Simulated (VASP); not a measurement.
Here is a VASP 6.6.1 calculation.

Contents of POSCAR:

```
GaSb
1.0
    0.0000000000      3.0992546163      3.0992546163
    3.0992546163      0.0000000000      3.0992546163
    3.0992546163      3.0992546163      0.0000000000
Sb Ga
1 1
Direct
    0.7500000000      0.7500000000      0.7500000000
    0.0000000000      0.0000000000      0.0000000000
```

INCAR.step1

```
SYSTEM = GaSb
PREC = Accurate ; ENCUT = 520
ISMEAR = -1 ; SIGMA = 0.05
LREAL = .FALSE. ; LASPH = .TRUE.
NELM = 100 ; NBANDS = 16
GGA = PE ; ALGO = Normal
EDIFF = 1E-4 ; LWAVE = .TRUE.
LCHARG = .FALSE.
```

Contents of INCAR.step2:

```
SYSTEM = GaSb
PREC = Accurate ; ENCUT = 520
EDIFF = 1E-6 ; ISMEAR = -1
SIGMA = 0.05 ; LREAL = .FALSE.
LASPH = .TRUE. ; NELM = 100
ALGO = Normal ; ISIF = 2
LWAVE = .FALSE. ; LCHARG = .FALSE.
METAGGA = R2SCAN ; LMIXTAU = .TRUE.
NBANDS = 16 ; ISTART = 1
```

KPOINTS

```
regular mesh
0
G
  8 8 8
  0 0 0
```

Potentials or basis: VASP PAW PBE potentials, release 64 (Sb, Ga_d).

The run is started by

```sh
$ cat potpaw_PBE.64/Sb/POTCAR potpaw_PBE.64/Ga_d/POTCAR > POTCAR
$ cp INCAR.step1 INCAR
$ mpirun -np 1 vasp_std > vasp.out
$ cp INCAR.step2 INCAR
$ mpirun -np 1 vasp_std > vasp.out
```

Task: Predict the pressure.

Result: -1.5 GPa.

Task: What does it give for the band gap on the k mesh?

Result: 0.16 eV, direct.

Caveat: the PAW data sets were made with another functional, which shifts forces and pressure a little; spin-orbit coupling is left out, which moves the levels of the heavy elements.

**The experiment to reproduce.**

A printed reference work, data compilation reports, for a bulk crystal of GaSb at 4.2 K: band gap 0.811 eV (direct).

A measured gap of GaSb is 0.811 eV (direct; 4.2 K; a printed reference work, data compilation); the calculated 0.16 eV misses it by -0.66 eV. Spin-orbit coupling on Ga, Sb is left out. The value is that of r2SCAN on a finite k mesh, which can miss the band edges, without temperature or zero-point motion.
